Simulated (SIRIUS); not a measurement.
RbCl:

```xyz
2
Lattice="0.0000 3.2740 3.2740 3.2740 0.0000 3.2740 3.2740 3.2740 0.0000" Properties=species:S:1:pos:R:3 pbc="T T T"
Rb    0.0000    0.0000    0.0000
Cl    3.2740    3.2740    3.2740
```

Base run:

| Item | Value |
| --- | --- |
| Program | SIRIUS 7.12.0 |
| Functional | PBEsol |
| Potentials or basis | all-electron FP-LAPW |
| Cutoff | 158 eV |
| Basis | apw+lo standard |
| k mesh | 7 × 7 × 7 |
| Occupations | fermi-dirac, width 0.05 eV |
| Spin | no spin polarisation |

Its results: band gap on the k mesh 4.90 eV, direct.

Problem. The run is repeated on the same cell with these changes: functional from PBEsol to LDA. What comes out?

Solution. Band gap on the k mesh 4.60 eV, direct.
